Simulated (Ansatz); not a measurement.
**CdSe, one cell by several methods**

```
Cd Se
1.0
     0.00000    3.09805    3.09805
     3.09805    0.00000    3.09805
     3.09805    3.09805    0.00000
Cd Se
1 1
Direct
  0.00000 0.00000 0.00000
  0.23709 0.26291 0.26291
```

Atom numbers follow the list: Cd1, Se2.

The structure comes from a relaxation in the same program, started in the zincblende type. Whether it is a known phase or the ground state wasn't checked. The listed cell was then made from it by scaling, straining or moving an atom.

Methods: DFT, PBE, PAW with Ansatz's default frozen-core files, scalar-relativistic (Ansatz 0.2.0); DFT, PBE, all-electron PAW with datasets made for the crystal, scalar-relativistic (Ansatz 0.2.0); DFT, PBE, all-electron LAPW, scalar-relativistic (Ansatz 0.2.0).

For PAW: a Γ-centred 10×10×10 k mesh, Fermi–Dirac smearing of 0.08 eV, cutoff 420 eV, no spin polarisation. The crystal-made all-electron datasets (AE datasets) take a cutoff of 240 eV at this cell. LAPW targets a basis error of 0.25 meV/atom. The Ansatz runs share mesh, smearing and spin set-up. Plane-wave (PAW) pressures include the program's estimate of the Pulay term.

Stress and pressure are positive in compression.

The change that made this cell: atom 2 (Se) moved by (0.0800, 0.0000, 0.0000) Å.

| quantity | PAW | AE datasets | LAPW |
| --- | --- | --- | --- |
| pressure (GPa) | 0.11 | 0.12 | 0.12 |
| stress xx (GPa) | 0.03 | 0.04 | 0.04 |
| stress yy (GPa) | 0.14 | 0.16 | 0.16 |
| stress zz (GPa) | 0.14 | 0.16 | 0.16 |
| stress yz (GPa) | -1.07 | -1.07 | -1.07 |
| force on Cd1, x (eV/Å) | 0.324 | 0.325 | 0.325 |
| force on Se2, x (eV/Å) | -0.324 | -0.325 | -0.325 |
| band gap (eV) | 0.461 | 0.462 | 0.462 |
